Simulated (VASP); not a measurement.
VASP inputs for SnSe (strained rocksalt)

INCAR

```
IBRION = -1
ISMEAR = -1
SIGMA = 0.02
EDIFF = 1E-7
GGA = PE
LASPH = .TRUE.
LREAL = .FALSE.
NSW = 0
ISIF = 2
PREC = Accurate
ENCUT = 520
NBANDS = 17
LWAVE = .FALSE.
LCHARG = .FALSE.
NELM = 120
```

KPOINTS

```
KPOINTS created by Atomic Simulation Environment
0
Gamma
8 8 8
0 0 0
```

KPOINTS_OPT

```
special points
9
Reciprocal
0.0000000000 0.0000000000 0.0000000000 1
0.5000000000 0.0000000000 0.5000000000 1
0.6250000000 0.2500000000 0.6250000000 1
0.3750000000 0.3750000000 0.7500000000 1
0.5000000000 0.5000000000 0.5000000000 1
0.5000000000 0.2500000000 0.7500000000 1
0.5000000000 0.4750000000 0.5250000000 1
-0.0397140000 0.0123700000 0.4813640000 1
-0.0517580000 -0.0349120000 0.4791670000 1
```

POSCAR

```
Sn Se
 1.0000000000000000
     0.0000000000000000    3.0510475958000001    3.0021131514000001
     3.0510475958000001    0.0000000000000000    3.0021131514000001
     3.0510475958000001    3.0510475958000001    0.0000000000000000
 Sn  Se
   1   1
Cartesian
  0.0000000000000000  0.0000000000000000  0.0000000000000000
  3.0510475958000001  3.0510475958000001  3.0021131513999997
```

VASP ran with the recommended PBE PAW datasets (20 valence electrons in the cell).

Problem. Estimate the main results of this run.

Solution. gap between bands v and c -0.02 eV (bands overlap: a metal); least direct gap 0.00 eV; pressure -0.3 GPa.

Band v is the last that the valence electrons fill when counted band by band, and c is the next. Levels in eV from the top of v:

```
point    v−1      v     c   c+1
    Γ  -2.25  -2.25  3.92  3.92
    X  -3.78  -3.60  2.95  4.87
    K  -3.27  -2.67  2.98  3.35
    L  -2.05  -0.17  0.32  1.04
    W  -4.74  -1.04  1.27  4.48
```
